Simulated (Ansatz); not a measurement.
A run of Ansatz 0.2.0:

The input input.yaml:

```yaml
crystal:
  lattice: { a: 3.724, b: 3.724, c: 5.062, alpha: 90.0, beta: 90.0, gamma: 120.0 }
  space_group: 164
  setting: { hermann_mauguin: P-3m1 }
  reduce_to_primitive: true
  atoms:
    - { symbol: Pt, position: [0.0, 0.0, 0.0] }
    - { symbol: Se, position: [0.6666666667, 0.3333333333, 0.75] }
kpoints:
  mp_grid: { kspacing: 0.25 }
scf:
  occupations: { method: cold, width: 0.01 }
hamiltonian:
  xc: revpbe
  dispersion: d3bjatm
  pseudopotentials: { kind: all_electron, lapw: { basis_error: 0.001 } }
  hubbard:
    sites: [{ species: Pt, l: d, u_eff: 6 }]
    double_counting: amf
    projectors: atomic
output:
  eigenvalues: true
  hubbard: {}
  optics:
    e_range: [0, 10]
    de: 0.1
    sigma: 0.15
    nscf_kmesh: { grid: [8, 8, 5] }
    bands: { spectra_wanted_up_to: 10 }
```

Potentials or basis: all-electron LAPW, scalar-relativistic.

Launch:

```console
$ ansatz run input.yaml --threads 2 --pin off --max-ram 6144MiB --backend cpu --events-out ev --progress --plain --runs-dir out
```

Hardware: 2 threads of Arm Neoverse V2 (shared host).

How long does it take, and how much memory?

It took 39 s on 2 threads of Arm Neoverse V2, on a shared host, peak memory 0.67 GiB. Counts: scf iterations 13, plane waves 783, k points 40, bands 54.
